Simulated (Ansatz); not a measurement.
The system is Pb.

```
CELL_PARAMETERS angstrom
3.48000 0.00000 0.00000
-1.74000 3.01377 0.00000
0.00000 0.00000 5.59000
ATOMIC_POSITIONS crystal
Pb 0.66667 0.33333 0.75000
Pb 0.33333 0.66667 0.25000
```

This isn't the form of Pb at room conditions, which is fcc.

Base run:

| Quantity | Value |
| --- | --- |
| Program | Ansatz 0.2.0 |
| Functional | PBEsol |
| Potentials or basis | all-electron PAW datasets made for the crystal |
| Cutoff | 260 eV |
| Density cutoff | 1040 eV |
| k mesh | 9 × 9 × 5 |
| Occupations | fermi-dirac, width 0.05 eV |
| Spin | no spin polarisation |

Its results: pressure 1.1 GPa.

Q: After a change of settings the same cell gave: pressure -0.6 GPa. Which change was it?
A. potentials or basis from all-electron PAW datasets made for the crystal to all-electron LAPW, scalar-relativistic; cutoff from 260 eV to 161 eV; density cutoff from 1040 eV to 644 eV; k mesh from 9 × 9 × 5 to 7 × 7 × 4
B. functional from PBEsol to LDA; potentials or basis from all-electron PAW datasets made for the crystal to all-electron LAPW, scalar-relativistic; cutoff from 260 eV to 161 eV; density cutoff from 1040 eV to 645 eV
C. potentials or basis from all-electron PAW datasets made for the crystal to all-electron LAPW, inner shells corrected to Dirac's equation; cutoff from 260 eV to 161 eV; density cutoff from 1040 eV to 644 eV
D. potentials or basis from all-electron PAW datasets made for the crystal to all-electron LAPW, scalar-relativistic; cutoff from 260 eV to 161 eV; density cutoff from 1040 eV to 644 eV

A: B.

Not every run made on this cell is shown here.
